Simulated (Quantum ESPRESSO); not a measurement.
Runs of Quantum ESPRESSO 7.5 on CuO (Tenorite). The structure is monoclinic, space group Cc (No. 9). Conventional cell: a = 4.689 Å, b = 3.427 Å, c = 5.132 Å, α = 90.00°, β = 99.65°, γ = 90.00°. Cu (site symmetry 1) is surrounded by 4 O at 1.91 to 2.02 Å. O (site symmetry 1) has 4 Cu at 1.91 to 2.02 Å as nearest neighbours. 

| task | level | potentials or basis | k mesh | form of the LDA correlation | gap on the mesh (eV) | pressure (GPa) | V0 of scaled cells (Å³/atom) | B0 (GPa) | largest force (eV/Å) |
| --- | --- | --- | --- | --- | --- | --- | --- | --- | --- |
| equation of state | LDA | GBRV 1.5 LDA | 8 × 8 × 4 | PZ81 | - | - | 9.72 | 206 | - |
| band structure | LDA | GBRV 1.5 LDA | 10 × 10 × 5 | PZ81 | none | (a) | - | - | (b) |
| band structure | PBEsol | GBRV 1.5 PBEsol | 10 × 10 × 5 | - | none | -2.2 | - | - | 0.76 |
| equation of state | PBEsol | GBRV 1.5 PBEsol | 7 × 7 × 4 | - | - | - | 10.07 | 185 | - |
| equation of state | LDA | GBRV 1.5 LDA | 7 × 7 × 4 | PZ81 | - | - | 9.73 | 206 | - |
| equation of state | PBEsol | GBRV 1.5 PBEsol | 10 × 10 × 5 | - | - | - | 10.07 | 185 | - |
| equation of state | LDA | GBRV 1.5 LDA | 10 × 10 × 5 | PZ81 | - | - | 9.72 | 206 | - |

Alike in all rows: no spin polarisation; cell as given; cutoff (eV) 762; smearing fermi-dirac 0.05 eV.

Q: Fill in the values left out.

A: (a) -8.7; (b) 0.79.

Caveats: the run has no spin polarisation, though such a crystal can be magnetic; the cell was scaled at fixed shape and fractional positions, which overstates the stiffness of a crystal with free parameters, most of all of layers and chains (some runs); semilocal functionals often make such compounds metallic where correlation or magnetic order opens a gap, which also shifts bond lengths (some runs).

A k mesh can miss the band edges.

A gap of «none» marks a metal or a gap under the smearing width.

Not every run made on this cell is shown here.
